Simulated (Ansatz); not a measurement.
# BaTiO3 — Ti-47 NMR of the central transition

Cell: a structure deposited in the COD.

```yaml
crystal:
  lattice:
    - [2.82767, 1.63255, 2.31773]
    - [-2.82767, 1.63255, 2.31773]
    - [0.00000, -3.26511, 2.31773]
  atoms:
    - { symbol: Ba, position: [0.00000, 0.00000, 0.00000] }
    - { symbol: Ti, position: [0.48600, 0.48600, 0.48600] }
    - { symbol: O, position: [0.50840, 0.50840, 0.01850] }
    - { symbol: O, position: [0.01850, 0.50840, 0.50840] }
    - { symbol: O, position: [0.50840, 0.01850, 0.50840] }
```

Atom numbers follow the list; atoms alike are taken as one site, whose name carries the number of the first.

Level of theory: DFT, PBE, plane waves and PAW, scalar-relativistic, 420 eV cutoff, Γ-centred 8×8×8 k-points, Fermi–Dirac smearing 0.02 eV (Ansatz 0.2.0).

Ti-47 has I = 5/2 and Q = 302.0 mb (Pyykkö 2018); at 35.2 T its Larmor frequency is ν₀ = 84.6 MHz. Only the quadrupole interaction is simulated: positions count from each site's isotropic chemical shift, and J coupling is left out, as are shift anisotropy and dipolar coupling, which fast spinning averages.

Simulated pattern of one Ti site (fast magic-angle spinning, Gaussian broadening 0.4 kHz):

offset (kHz), height and a bar:
```
   -11.12          0 
   -10.79          1 
   -10.46          4 #
   -10.13          5 #
    -9.81          5 #
    -9.48          5 ##
    -9.15          5 ##
    -8.83          5 ##
    -8.50          6 ##
    -8.17          6 ##
    -7.84          6 ##
    -7.52          6 ##
    -7.19          7 ##
    -6.86         35 ###########
    -6.53         79 ########################
    -6.21         58 #################
    -5.88         45 ##############
    -5.55         40 ############
    -5.22         38 ###########
    -4.90         36 ###########
    -4.57         36 ###########
    -4.24         35 ###########
    -3.91         36 ###########
    -3.59         37 ###########
    -3.26         39 ############
    -2.93         42 #############
    -2.61         47 ##############
    -2.28         55 #################
    -1.95         77 #######################
    -1.62        100 ##############################
    -1.30         28 ########
    -0.97          1
```

Task: Which |C_Q| and η does the pattern imply?

Result: The pattern spans 9.16 kHz before broadening and its centre of gravity is at -4.28 kHz, which fixes P_Q; the places of the horns and steps fix η. That gives P_Q = 7.77 MHz, |C_Q| = 7.77 MHz and η = 0.00. The sign of C_Q can't be read from the pattern.

An axis of threefold or higher order runs through Ti, so V_zz lies along it and η is zero.

At this cell the PBE pressure is 5 GPa, so with PBE the cell would grow if it were relaxed.
